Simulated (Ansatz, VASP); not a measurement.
One calculation of TiSi, two programs

The input INCAR:

```
SYSTEM = TiSi
  ALGO = Normal
  EDIFF = 1E-7
  ENCUT = 520
  GGA = PS
  ISIF = 2
  ISMEAR = -1
  LASPH = .True.
  LCHARG = .False.
  LREAL = .False.
  LWAVE = .False.
  NBANDS = 15
  NELM = 60
  PREC = Accurate
  SIGMA = 0.05
```

Contents of KPOINTS:

```
k-points
0
Gamma
  10 10 7
  0 0 0
```

Contents of POSCAR:

```
TiSi
1.0
    1.8161780000     -2.1176240000      0.0000000000
    1.8161780000      2.1176240000      0.0000000000
    0.0000000000      0.0000000000      3.8039340000
Ti Si
1 1
Direct
    0.4995610000      0.5087900000     -0.0065090000
    0.0071510000      0.0041520000      0.4894810000
```

File input.yaml:

```yaml
crystal:
  lattice:
    - [1.816178, -2.117624, 0.0]
    - [1.816178, 2.117624, 0.0]
    - [0.0, 0.0, 3.803934]
  atoms:
    - { symbol: Ti, position: [0.499561, 0.50879, -0.006509] }
    - { symbol: Si, position: [0.007151, 0.004152, 0.489481] }
hamiltonian:
  xc: pbesol
  pseudopotentials: { kind: paw }
kpoints:
  mp_grid: { grid: [10, 10, 7] }
scf:
  occupations: { method: fermi_dirac, width: 0.05 }
output:
  forces: true
  stress: true
  eigenvalues: true
```

Change from the starting cell: atoms moved at random, drawn with an rms of 0.05 Å.

Alike in both runs: task single point; functional PBEsol; k mesh 10 × 10 × 7; occupations fermi-dirac, width 0.05 eV; no spin polarisation.

|  | VASP | Ansatz |
| --- | --- | --- |
| version | VASP 6.6.1 | Ansatz 0.2.0 |
| potentials or method | VASP PAW PBE potentials, release 64 (Ti_sv, Si) | Ansatz PAW |
| plane-wave cutoff (eV) | 520 | 420 |
| valence electrons in the cell | 16 | 16 |

Ansatz gave:

```
gap on the k mesh at the Fermi level (eV)       : none
pressure (GPa)                                  : -4.3
largest component of the traceless stress (GPa) : 0.49
rms of the force components (eV/Å)              : 0.075
```

Task: What did VASP give for the same quantities?

Result: gap on the k mesh at the Fermi level (eV): none; pressure (GPa): -4.2; largest component of the traceless stress (GPa): 0.55; rms of the force components (eV/Å): 0.075.

Atom by atom the forces differ by 0.000 eV/Å (rms over components). A gap of «none» marks a metal or a gap that the smearing closes.

Caveats: the PAW data sets were made with another functional, which shifts forces and pressure a little (VASP); the PAW data sets come from PBE, with cores solved anew for the run's functional, which leaves a small shift of forces and pressure (Ansatz).
